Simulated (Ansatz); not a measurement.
**Band structure of NaF**

```yaml
crystal:
  lattice:
    - [0.00000, 2.32330, 2.32330]
    - [2.32330, 0.00000, 2.32330]
    - [2.32330, 2.32330, 0.00000]
  atoms:
    - { symbol: Na, position: [0.00000, 0.00000, 0.00000] }
    - { symbol: F, position: [0.50000, 0.50000, 0.50000] }
```

Atom numbers follow the list: Na1, F2.

The cell comes from COD entry 9007459, which wasn't checked; take it as a given geometry.

All numbers below come from DFT, LDA, all-electron LAPW, scalar-relativistic in Ansatz 0.2.0.

Numerical set-up: a Γ-centred 10×10×10 k mesh, Fermi–Dirac smearing of 0.02 eV, basis error target 0.5 meV/atom, no spin polarisation.

Points in fractions of the reciprocal vectors of this cell: Γ (0, 0, 0), X (0.5, 0, 0.5), U (0.625, 0.25, 0.625), K (0.375, 0.375, 0.75), L (0.5, 0.5, 0.5), W (0.5, 0.25, 0.75). The path joins them by straight lines in the order Γ–X–U–K–Γ–L–W–X; legs that retrace an earlier one aren't tabulated. Energies are in eV from the top of the valence band.

(1) List the levels at K between -8 and 6 eV.

(2) List the levels at X between -8 and 6 eV.

(3) List the levels at W between -8 and 6 eV.

(4) What is the band gap?

## Answers

(1) -1.09, -0.86, -0.38.

(2) -1.32, -0.42 (×2).

(3) -0.90 (×2), -0.59.

(4) 5.92 eV, direct at Γ.
